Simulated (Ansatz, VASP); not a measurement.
This is a calculation of AgCl (Chlorargyrite) for Ansatz 0.2.0.

input.yaml

```yaml
crystal:
  lattice:
    - [0.0, 2.7709909694, 2.7709909694]
    - [2.7709909694, 0.0, 2.7709909694]
    - [2.7709909694, 2.7709909694, 0.0]
  atoms:
    - { symbol: Ag, position: [0.0, 0.0, 0.0] }
    - { symbol: Cl, position: [0.5, 0.5, 0.5] }
hamiltonian:
  xc: lda
  pseudopotentials: { kind: paw }
kpoints:
  mp_grid: { grid: [7, 7, 7] }
scf:
  occupations: { method: fermi_dirac, width: 0.05 }
output:
  forces: true
  stress: true
  eigenvalues: true
```

Potentials or basis: Ansatz PAW.

Command:

```bash
$ ansatz run input.yaml --threads 1 --pin off --max-ram 3584MiB --backend cpu --events-out ev --progress --plain --runs-dir out
```

Problem. Translate it to VASP 6.6.1. Potentials there: VASP PAW LDA potentials, release 64 (Ag, Cl).

Solution. As run (the cutoff follows the program's own potentials):

Contents of INCAR:

```
SYSTEM = AgCl
PREC     = Accurate       ! precision mode
ENCUT    = 520            ! plane-wave cutoff, eV
EDIFF    = 1E-6           ! SCF threshold, eV
ISMEAR   = -1             ! smearing method
SIGMA    = 0.05           ! smearing width, eV
LREAL    = .FALSE.        ! projectors in reciprocal space
LASPH    = .TRUE.         ! aspherical terms in the spheres
NELM     = 100            ! most SCF steps
ALGO     = Normal         ! electronic algorithm
ISIF     = 2              ! what is computed and relaxed
LWAVE    = .FALSE.        ! write WAVECAR
LCHARG   = .FALSE.        ! write CHGCAR
NBANDS   = 16             ! bands
```

The input KPOINTS:

```
Automatic mesh
0
G
  7 7 7
  0 0 0
```

POSCAR

```
AgCl
1.0
    0.0000000000      2.7709909694      2.7709909694
    2.7709909694      0.0000000000      2.7709909694
    2.7709909694      2.7709909694      0.0000000000
Ag Cl
1 1
Direct
    0.0000000000      0.0000000000      0.0000000000
    0.5000000000      0.5000000000      0.5000000000
```

Potentials or basis: VASP PAW LDA potentials, release 64 (Ag, Cl).

Launch:

```bash
$ cat potpaw_LDA.64/Ag/POTCAR potpaw_LDA.64/Cl/POTCAR > POTCAR
$ mpirun -np 1 vasp_std > vasp.out
```

Both were run:

|  | VASP | Ansatz | Ansatz less VASP |
| --- | --- | --- | --- |
| gap on the k mesh at the Fermi level (eV) | 0.72 | 0.69 | -0.028 |
| least direct gap on the mesh (eV) | 2.95 | 2.93 | -0.027 |
| pressure (GPa) | -5.5 | -5.5 | 0.00 |

The two sets of potentials don't hold the same shells in valence.

Caveats: an odd mesh through Γ misses points on the zone boundary, where band edges often lie (VASP); odd divisions of the mesh miss points on the zone boundary, where band edges often lie, so the gap on the mesh can be too wide (Ansatz); the PAW data sets come from PBE, with cores solved anew for the run's functional, which leaves a small shift of forces and pressure (Ansatz).
